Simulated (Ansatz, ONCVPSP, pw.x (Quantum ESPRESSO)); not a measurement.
## pw.x on diamond Si: one setting changed

Potential: optimised norm-conserving Vanderbilt (ONCV), ONCVPSP 4.0.1.1 (patched build), PBEsol; core [Ne], reference 3s2; waves: 3s: rc 1.60 bohr, ncon 4, nbas 7, qcut 3.3 1/bohr, 2 projectors, debl 2.4 Ha; p scattering state at 0.25 Ha: rc 1.65 bohr, ncon 4, nbas 7, qcut 5.3 1/bohr, 2 projectors, debl 2.7 Ha; d scattering state at 0.4 Ha: rc 1.40 bohr, ncon 5, nbas 8, qcut 7.2 1/bohr, 2 projectors, debl 1.6 Ha; local part: polynomial inside 1.15 bohr (lpopt 5, dvloc0 2 Ha); core correction: none. In the p channel the program set the typed energies aside and used 0.050, 2.750 Ha.

The reference run (k-mesh 9³, cutoffs 95/380 Ry, Fermi–Dirac 0.01 Ry, mixing_beta 0.4, conv_thr 1e-9, no spin) gives -0.99 GPa at 20.005 Å³/atom, where all-electron LAPW gives 0.14 GPa. This run, with its own iteration cap, changes electron_maxstep to 2, a wrong or extreme entry chosen on purpose.

```
&control
  calculation='scf', prefix='x', pseudo_dir='./', outdir='./tmp', tstress=.true., disk_io='none'
/
&system
  ibrav=0, nat=2, ntyp=1, ecutwfc=95, ecutrho=380, nbnd=11,
  occupations='smearing', smearing='fd', degauss=0.01
/
&electrons
  conv_thr=1e-09, mixing_beta=0.4, electron_maxstep=2
/
ATOMIC_SPECIES
Si 1.0 Si.UPF
CELL_PARAMETERS angstrom
  0.00000000 2.71464380 2.71464380
  2.71464380 0.00000000 2.71464380
  2.71464380 2.71464380 0.00000000
ATOMIC_POSITIONS crystal
Si 0.0000 0.0000 0.0000
Si 0.2500 0.2500 0.2500
K_POINTS automatic
9 9 9 0 0 0
```

```bash
pw.x < Si.scf.in > Si.scf.out
```

Task: How does the run end?

Result: It does not reach self-consistency within its iteration cap.

```
Message from routine setup:
     using ibrav=0 with symmetry is DISCOURAGED, use correct ibrav instead
     lattice parameter (alat)  =       7.2548  a.u.
     unit-cell volume          =     270.0009 (a.u.)^3
     number of electrons       =         8.00
     number of Kohn-Sham states=           11
     kinetic-energy cutoff     =      95.0000  Ry
     charge density cutoff     =     380.0000  Ry
     scf convergence threshold =      1.0E-09
     Exchange-correlation= PBESOL
     number of k points=    35  Fermi-Dirac smearing, width (Ry)=  0.0100
     iteration #  1     ecut=    95.00 Ry     beta= 0.40
     total energy              =     -15.83254451 Ry
     estimated scf accuracy    <       0.34301333 Ry
     iteration #  2     ecut=    95.00 Ry     beta= 0.40
     total energy              =     -15.80211119 Ry
     estimated scf accuracy    <       0.09336424 Ry
     convergence NOT achieved after   2 iterations: stopping
     Message from routine punch:
     Nothing written, as per user request (disk_io='none')
```

The run took about 16 s on one core of a shared host (Neoverse-N1, 64 threads, 124 GiB, load 55).
